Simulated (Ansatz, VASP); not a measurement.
# HgTe: VASP beside Ansatz

```
Hg Te
1.0
     0.00000    2.97993    2.92150
     2.97993    0.00000    2.92150
     2.97993    2.97993    0.00000
Hg Te
1 1
Direct
  0.00000 0.00000 0.00000
  0.50000 0.50000 0.50000
```

Change from the starting cell: equal xx and yy strain of +2 %.

Alike in both runs: task single point; functional LDA; k mesh 10 × 10 × 10; occupations fermi-dirac, width 0.08 eV; no spin polarisation.

```csv
,VASP,Ansatz
version,VASP 6.6.1,Ansatz 0.2.0
potentials or method,"VASP PAW LDA potentials, release 64 (Hg, Te), cutoff 520 eV","all-electron LAPW, scalar-relativistic"
```

|  | VASP | Ansatz | Ansatz less VASP |
| --- | --- | --- | --- |
| pressure (GPa) | 1.3 | 0.8 | -0.45 |
| largest component of the traceless stress (GPa) | 1.42 | 1.36 | -0.062 |

Ansatz ran all-electron here, so the differences hold the error of VASP's frozen core and of both bases.

The runs have no spin-orbit coupling, so splittings on Hg, Te are missing.
